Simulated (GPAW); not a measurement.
# ZnS (F-43m) in GPAW: further runs

The runs below take ZnS through equation of state, with BLYP+D3, LDA, PBE+D3, r2SCAN+D3(BJ).

Everything below comes from runs of GPAW 26.7.0. Logs are shortened: lines on timing, memory, paths and dates and some standing lists are left out, and cuts for length are marked. The log counts tension as positive stress, the text compression.

**Experimental background.**

From “Electronic, vibrational, and thermodynamic properties of ZnS (zincblende and rocksalt structure)”, 2009, arxiv:0911.5022, for a bulk crystal of ZnS: bulk modulus 76.9 GPa.

How close the calculation comes is told below.

## 1. Starting point

It takes space group F-43m (No. 216, cubic). The conventional cell has a = 5.404 Å, b = 5.404 Å, c = 5.404 Å, α = 90.00°, β = 90.00°, γ = 90.00°. Zn (site symmetry -43m) is surrounded by 4 S at 2.34 Å. S (site symmetry -43m) is surrounded by 4 Zn at 2.34 Å.

## 2. Equation of state, BLYP+D3

File run.py:

```python
from ase.calculators.mixing import SumCalculator
from ase.eos import EquationOfState
from ase.io import Trajectory, read
from ase.units import GPa
from dftd3.ase import DFTD3
from gpaw import GPAW, PW, setup_paths

setup_paths.insert(0, '.')

atoms = read('ZnS.xyz')

traj = Trajectory('eos.traj', 'w')
volumes, energies = [], []
for x in [0.94, 0.96, 0.98, 1.0, 1.02, 1.04, 1.06]:
    a = atoms.copy()
    a.set_cell(atoms.cell * x**(1 / 3), scale_atoms=True)
    calc = GPAW(mode=PW(600),
                xc='BLYP',
                kpts={'size': (7, 7, 7), 'gamma': True},
                occupations={'name': 'fermi-dirac', 'width': 0.05},
                nbands=18,
                convergence={'density': 1e-05, 'energy': 1e-05},
                eigensolver='davidson',
                maxiter=150,
                txt=f'eos-{x:.2f}.txt')
    a.calc = SumCalculator([calc, DFTD3(method='blyp', damping='d3zero')])
    energies.append(a.get_potential_energy())
    volumes.append(a.get_volume())
    p = -a.get_stress()[:3].mean() / GPa
    calc.write(f'eos-{x:.2f}.gpw')
    traj.write(a)
    print(f'{x:.2f} {volumes[-1]:10.4f} A^3 {energies[-1]:14.6f} eV {p:9.3f} GPa', flush=True)

v0, e0, B = EquationOfState(volumes, energies, eos='birchmurnaghan').fit()
print(f'V0 = {v0:.4f} A^3, E0 = {e0:.6f} eV, B0 = {B / GPa:.2f} GPa')
```

File ZnS.xyz:

```xyz
2
Lattice="0.0000000000 2.7020000000 2.7020000000 2.7020000000 0.0000000000 2.7020000000 2.7020000000 2.7020000000 0.0000000000" Properties=species:S:1:pos:R:3 pbc="T T T"
Zn     4.0530000000      4.0530000000      4.0530000000
S      0.0000000000      0.0000000000      0.0000000000
```

Potentials or basis: PAW data sets generated in the run's folder for this functional, pw.

Launch:

```bash
$ gpaw-setup -f BLYP S Zn
$ OMP_NUM_THREADS=1 python run.py
```

The log of the run:

```text
__  _  _
 | _ |_)|_||  |
 |__||  | ||/\| - 26.7.0

Input parameters:
  mode=PW(ecut=600.0),
  convergence={'density': 1e-05, 'energy': 1e-05},
  eigensolver=Davidson(niter=2),
  kpts=MonkhorstPack(size=(7, 7, 7), gamma=True),
  maxiter=150,
  nbands=18,
  occupations=Occupations(name='fermi-dirac', width=0.05),
  xc=XC(name='BLYP')

Diagonalizing LCAO Hamiltonian
Converting LCAO to pw mode

                    Zn

       S

Atoms  # Å, Bohr magnetons
|   | symbol |        x |        y |        z |    initial magnetic moments |
|---|--------|----------|----------|----------|-----------------------------|
| 0 |     Zn | 3.970262 | 3.970262 | 3.970262 | ( 0.0000,  0.0000,  0.0000) |
| 1 |      S | 0.000000 | 0.000000 | 0.000000 | ( 0.0000,  0.0000,  0.0000) |

Unit cell  # Å
| periodic |        x |        y |        z |  lengths |    angles |
|----------|----------|----------|----------|----------|-----------|
|      yes | 0.000000 | 2.646842 | 2.646842 | 3.743199 | 60.000000 |
|      yes | 2.646842 | 0.000000 | 2.646842 | 3.743199 | 60.000000 |
|      yes | 2.646842 | 2.646842 | 0.000000 | 3.743199 | 60.000000 |

Number of symmetries: 24
Symmetry operations  # r_c * U_cc + t_c -> r_c
|    | kind |            matrix            |
|----|------|------------------------------|
|  0 |  E   |  1, 0, 0,  0, 1, 0,  0, 0, 1 |
|  1 |  σ   |  1, 0, 0,  0, 0, 1,  0, 1, 0 |
|  2 |  σ   |  1, 0,-1,  0, 1,-1,  0, 0,-1 |
|  3 |  C3  |  1, 0,-1,  0, 0,-1,  0, 1,-1 |
|  4 |  C3  |  1,-1, 0,  0,-1, 1,  0,-1, 0 |
|  5 |  σ   |  1,-1, 0,  0,-1, 0,  0,-1, 1 |
|  6 |  σ   |  0, 1, 0,  1, 0, 0,  0, 0, 1 |
|  7 |  C3  |  0, 1, 0,  0, 0, 1,  1, 0, 0 |
|  8 |  C2  |  0, 1,-1,  1, 0,-1,  0, 0,-1 |
|  9 |  S4  |  0, 1,-1,  0, 0,-1,  1, 0,-1 |
| 10 |  C3  |  0, 0, 1,  1, 0, 0,  0, 1, 0 |
| 11 |  σ   |  0, 0, 1,  0, 1, 0,  1, 0, 0 |
| 12 |  S4  |  0, 0,-1,  1, 0,-1,  0, 1,-1 |
| 13 |  C3  |  0, 0,-1,  0, 1,-1,  1, 0,-1 |
| 14 |  S4  |  0,-1, 1,  1,-1, 0,  0,-1, 0 |
| 15 |  C2  |  0,-1, 1,  0,-1, 0,  1,-1, 0 |
| 16 |  C3  |  0,-1, 0,  1,-1, 0,  0,-1, 1 |
| 17 |  S4  |  0,-1, 0,  0,-1, 1,  1,-1, 0 |
| 18 |  S4  | -1, 1, 0, -1, 0, 1, -1, 0, 0 |
| 19 |  C3  | -1, 1, 0, -1, 0, 0, -1, 0, 1 |
| 20 |  C3  | -1, 0, 1, -1, 1, 0, -1, 0, 0 |
| 21 |  S4  | -1, 0, 1, -1, 0, 0, -1, 1, 0 |
| 22 |  σ   | -1, 0, 0, -1, 1, 0, -1, 0, 1 |
| 23 |  C2  | -1, 0, 0, -1, 0, 1, -1, 1, 0 |

BZ-sampling:
  Number of BZ points: 343
  Number of IBZ points: 20

  Monkhorst-Pack size: [7, 7, 7]
  Monkhorst-Pack shift: [0, 0, 0]

K-points  # in reciprocal-cell coordinates
|     |                                coordinates |     weight |
|-----|--------------------------------------------|------------|
|   0 | (  0.00000000,   0.00000000,   0.00000000) | 0.00291545 |
|   1 | (  0.14285714,   0.14285714,   0.00000000) | 0.01749271 |
|   2 | (  0.14285714,   0.14285714,   0.14285714) | 0.02332362 |
|   3 | (  0.28571429,   0.14285714,   0.14285714) | 0.03498542 |
|   4 | (  0.28571429,   0.28571429,   0.00000000) | 0.01749271 |
|   5 | (  0.28571429,   0.28571429,   0.14285714) | 0.06997085 |
|   6 | (  0.28571429,   0.28571429,   0.28571429) | 0.02332362 |
|   7 | (  0.42857143,  -0.28571429,  -0.28571429) | 0.03498542 |
|   8 | (  0.42857143,   0.28571429,  -0.42857143) | 0.13994169 |
|   9 | (  0.42857143,   0.28571429,  -0.28571429) | 0.06997085 |
| ... |                                            |            |
|  19 | (  0.42857143,   0.42857143,   0.42857143) | 0.02332362 |

Plane wave coefficients: 1259
Cutoff: 600.0 eV

Spin-components: 1 (collinear spins)
Bands:           18
Projectors:      11
Spin-degeneracy: 2
Datatype:        complex128

Parallelization:
  kpt:    1
  domain: 1
  band:   1

Density:
  Valence electrons: 18.0
  Components: 1
  Grid points: [24 24 24]
  Charge: 0.0  # |e|

Potential:
  Grid points: [24 24 24]

species:
  Zn:
    name:    Zinc
    Z:       30.0
    valence: 12
    core:    18
    charge:  0.0  # [|e|]
    compensation charges:
      type: gauss
      rc: 0.37  # [Å]
      lmax: 2
    cutoffs:
      filter: 2.14  # [Å]
      core: 2.28  # [Å]
    projectors
    | kind |    occ | energy [eV] | rcut [Å] |
    |------|--------|-------------|----------|
    |   4s |  2.000 |      -5.960 |    1.286 |
    |   4p |  0.000 |      -1.110 |    1.270 |
    |   3d | 10.000 |     -10.055 |    1.180 |
    |    s |        |      21.251 |    1.286 |
    |    p |        |      26.102 |    1.270 |
    |    d |        |      17.157 |    1.180 |

    Using partial waves for Zn as LCAO basis

  S:
    name:    Sulfur
    Z:       16.0
    valence: 6
    core:    10
    charge:  0.0  # [|e|]
    compensation charges:
      type: gauss
      rc: 0.24  # [Å]
      lmax: 2
    cutoffs:
      filter: 1.77  # [Å]
      core: 1.66  # [Å]
    projectors
    | kind |    occ | energy [eV] | rcut [Å] |
    |------|--------|-------------|----------|
    |   3s |  2.000 |     -17.111 |    0.974 |
    |   3p |  4.000 |      -6.865 |    0.979 |
    |    s |        |      10.101 |    0.974 |
    |    p |        |      20.346 |    0.979 |
    |    d |        |       0.000 |    0.900 |

    Using partial waves for S as LCAO basis

Reference energy: -59734.185231  # eV

eigensolver:
  Davidson
  Converge bands: occupied
  niter=2

density mixing:
  MSR1-Mixer
  Pratt-step length: 0.05
  Maximum mixing coefficient: 0.75
  Old densities: 10
  SVD Regularization: 0.005
  Good broyden scale: 1.0
  Trust region scale: 1.0
  Backstep threshold: 4.0
  History deletion threshold: 6.0
  Fourier metric: weight=20.0, sigma=0.015

occupation numbers:
  Fermi-Dirac:
    width: 0.0500  # eV

poisson solver:
  ecut: 4800.0  # eV

xc functional:
  name: BLYP with 2 nearest neighbor stencil

convergence criteria:
- Maximum integral of absolute [dens]ity change: 1e-05 electrons / valence electron
- Maximum [total energy] change in last 3 cyles: 1e-05 eV / valence electron
- Maximum integral of absolute [eigenst]ate change: 4e-08 eV^2 / valence electron
maximum number of iterations: 150

SCF iterations
|iter     | |      energy | eigst |  dens |
|---------|-|-------------|-------|-------|
|iter:   1| |   -6.104440 | -0.05 |       |
|iter:   2| |   -6.035418 | -0.97 | -1.16 |
|iter:   3| |   -5.756888 | -1.30 | -1.19 |
|iter:   4| |   -5.708653 | -1.89 | -1.73 |
|iter:   5| |   -5.699230 | -2.88 | -2.02 |
|iter:   6| |   -5.699594 | -3.90 | -2.41 |
|iter:   7| |   -5.699595 | -5.53 | -3.47 |
|iter:   8| |   -5.699599c| -5.93 | -3.83 |
|iter:   9| |   -5.699598c| -7.00 | -4.40 |
|iter:  10| |   -5.699598c| -8.18c| -5.19c|

Converged in 10 steps
Energy contributions relative to reference atoms: (reference = -59734.185231)

Energy contributions:
  Kinetic:          20.928403
  Coulomb:         -17.610008
  Zero:              0.035106
  External:          0.000000
  Xc:               -9.053100
  Entropy:          -0.000000
  Spinorbit:         0.000000
  ----------------------------
  Free energy:      -5.699598
  Extrapolated:     -5.699598

dipole moment: (-14.230845, -14.230845, -14.230845)  # |e|*Ang

Fermi level: 5.816
Eigenvalues  # (at kpt = [0.000, 0.000, 0.000])
| band index |      eig [eV] | occ [0-2] |
|------------|---------------|-----------|
|          0 |        -8.741 |     2.000 |
|          1 |        -1.810 |     2.000 |
|          2 |        -1.810 |     2.000 |
|          3 |        -1.810 |     2.000 |
|          4 |        -1.242 |     2.000 |
|          5 |        -1.242 |     2.000 |
|          6 |         4.838 |     2.000 |
|          7 |         4.838 |     2.000 |
|          8 |         4.838 |     2.000 |
|          9 |         7.223 |     0.000 |
|         10 |        11.200 |     0.000 |
|         11 |        11.200 |     0.000 |
|         12 |        11.200 |     0.000 |
|         13 |        16.614 |     0.000 |
|         14 |        16.614 |     0.000 |
|         15 |        17.182 |     0.000 |
|         16 |        19.744 |     0.000 |
|         17 |        19.744 |     0.000 |

Gap: 2.386 eV
Transition (v -> c):
  (s=0, k=0, n=8, [0.00, 0.00, 0.00]) -> (s=0, k=0, n=9, [0.00, 0.00, 0.00])
No difference between direct/indirect transitions

Stress tensor  # eV/Ang^3
|         x |         y |         z |
|-----------|-----------|-----------|
| -0.065657 |  0.000000 |  0.000000 |
|  0.000000 | -0.065657 | -0.000000 |
|  0.000000 | -0.000000 | -0.065657 |

# Writing to eos-0.94.gpw (mode='')
```

It took 76 s on 1 thread of Arm Neoverse V1, shared host; peak memory 0.22 GiB.

What came out:

```yaml
Equilibrium_volume: 19.59 Å³/atom
Bulk_modulus: 81 GPa
Pressure_derivative_of_the_bulk_modulus: 4.7
```

Energy against volume, from the lowest point:
```csv
volume (Å³/atom),energy (meV/atom)
18.543,15.45
18.938,5.62
19.332,0.65
19.727,0.00
20.121,3.23
20.516,9.89
20.910,19.59
```

[end of part 1 of 2]
